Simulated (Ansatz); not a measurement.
The guess for GaSb was made by a generator: close-packed anion layers stacked AB, with sites between them filled layer by layer (P6_3/mmc, No. 194) (elements of the layers in order: Sb Sb). Its size is a rough estimate.

```
Ga Sb
1.0
     3.94800    0.00000    0.00000
    -1.97400    3.41907    0.00000
     0.00000    0.00000    6.50468
Ga Sb
2 2
Direct
  0.00000 0.00000 0.00000
  0.00000 0.00000 0.50000
  0.33333 0.66667 0.75000
  0.66667 0.33333 0.25000
```

Computed with DFT PBE, scalar-relativistic, plane waves, PAW in Ansatz 0.2.0. Cutoff 420 eV, Gaussian smearing, Γ-centred meshes. Cell and atoms relax first on a coarse mesh and then on a finer one. In between, the cell is made exact in the group found at 0.06 Å. In metals the finer mesh still leaves noise of several meV/atom or more. The steps can't lower the symmetry of their start. No spin polarisation.

A guess keeps its type if space group and coordination stay and the shape of the cell changes little (axis ratios within about 15 %, angles within 6°); the volume may change.

**Question.** Does this structure survive the relaxation?

**Answer.** It keeps its type. The symmetry stays P6_3/mmc (No. 194). The end has the nickel arsenide type. The volume per atom grows by 11.8 %, from 22.0 to 24.5 Å³. The shortest distance goes from 2.80 Å (Ga–Sb) to 2.91 Å (Ga–Sb). The ratio c/a of the conventional cell changes by a factor of 1.09. Counting neighbours within 15 % of an atom's shortest distance, the start has Ga 6, Sb 6 and the end Ga 6, Sb 6.

The last run used a 15×15×8 mesh (in the run's order of axes) for its 4-atom cell and Gaussian smearing of 0.10 eV. Spin–orbit coupling, which can matter for Sb, is left out. Symmetry constrained the relaxation, so the result can be a saddle point.
